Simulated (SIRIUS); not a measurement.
**CuI under changes of volume**

One of the cells (27.949 Å³/atom); the others are scaled copies at fixed shape and fractional positions:

```xyz
4
Lattice="4.1173 0.0000 0.0000 0.0000 4.1173 0.0000 0.0000 0.0000 6.5948" Properties=species:S:1:pos:R:3 pbc="T T T"
I     0.0000    2.0586    4.9002
I     2.0586    0.0000    1.6946
Cu    0.0000    0.0000    0.0000
Cu    2.0586    2.0586    0.0000
```

Measurements of this composition are mostly on another form, of space group No. 216.

- Program: SIRIUS 7.12.0
- Functional: PBEsol
- Potentials or basis: all-electron FP-LAPW
- Cutoff: 192 eV
- Basis: apw+lo standard
- k mesh: 7 × 7 × 4
- Occupations: fermi-dirac, width 0.05 eV
- Spin: no spin polarisation

```tsv
volume (Å³/atom)	energy over the lowest point (meV/atom)	gap on the mesh (eV)
25.757	2.55	1.60
26.305	0.00	1.56
26.853	?	?
27.949	12.46	1.46
28.497	22.01	1.43
29.045	33.70	1.40
```

Task: What does the run at 26.853 Å³/atom give?

Result: Energy over the lowest point 1.08 meV/atom; gap on the mesh 1.52 eV.

Worked out: A Birch-Murnaghan fit of order 3 (a polynomial in V^(-2/3)) to the other rows has its minimum at 26.40 Å³/atom with B0 = V·E''(V) = 50 GPa and B' = 5.3 at fixed shape and positions, which overstates the stiffness. It gives 1.09 meV/atom at 26.853 Å³/atom, against the run's 1.08. A straight line through the other rows of the gap, of slope -1.66 eV per unit of ln V (its deformation potential), gives 1.53 eV, against the run's 1.52.

Energies are extrapolated to zero smearing.

Caveats: spin-orbit coupling is left out, which moves the levels of the heavy elements; this functional lacks dispersion, which binds the layers, so the pressure and a relaxed spacing across them are unreliable.
